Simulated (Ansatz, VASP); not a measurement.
**Two plane-wave programs on WS2**

```xyz
3
Lattice="2.9387 0.0000 0.0000 -1.4693 2.5450 0.0000 0.0000 0.0000 15.4153" Properties=species:S:1:pos:R:3 pbc="T T T"
W     0.0000    1.6967    0.0000
S     1.4694    0.8483   13.7539
S     1.4694    0.8483    1.6614
```

Alike in both runs: functional PBE; dispersion D3(BJ); k mesh 12 × 12 × 2; occupations gaussian, width 0.05 eV; no spin polarisation.

Ansatz relaxed the structure, and its values are those at the end. VASP's run is a single point on that final structure, the one shown.

|  | VASP | Ansatz |
| --- | --- | --- |
| version | VASP 6.6.1 | Ansatz 0.2.0 |
| potentials or method | VASP PAW PBE potentials, release 64 (W_sv, S) | scalar-relativistic, plane waves, PAW |
| plane-wave cutoff (eV) | 520 | 420 |
| valence electrons in the cell | 26 | 26 |

|  | VASP | Ansatz | Ansatz less VASP |
| --- | --- | --- | --- |
| gap on the k mesh at the Fermi level (eV) | 1.52 | 1.52 | 0.000 |
| least direct gap on the mesh (eV) | 2.31 | 2.30 | -0.004 |

Ansatz warned: «stress_scf_threshold_loose».

Caveats: spin-orbit coupling is left out, which moves the levels of the heavy elements.
